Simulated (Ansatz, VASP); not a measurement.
**One calculation of Hf, two programs**

```
Hf
1.0
     0.00000    2.27917    2.27917
     2.27917    0.00000    2.27917
     2.27917    2.27917    0.00000
Hf
1
Direct
  0.00000 0.00000 0.00000
```

Change from the starting cell: volume scaled by 1.05.

Alike in both runs: task single point; functional PBE; k mesh 13 × 13 × 13; occupations fermi-dirac, width 0.05 eV; no spin polarisation.

```csv
,VASP,Ansatz
version,VASP 6.6.1,Ansatz 0.2.0
potentials or method,"VASP PAW PBE potentials, release 64 (Hf_pv), cutoff 520 eV","all-electron LAPW, scalar-relativistic"
```

|  | VASP | Ansatz | Ansatz less VASP |
| --- | --- | --- | --- |
| pressure (GPa) | -5.0 | -4.6 | +0.43 |

Ansatz ran all-electron here, so the differences hold the error of VASP's frozen core and of both bases.

Spin-orbit coupling is left out, which matters for the levels of Hf.
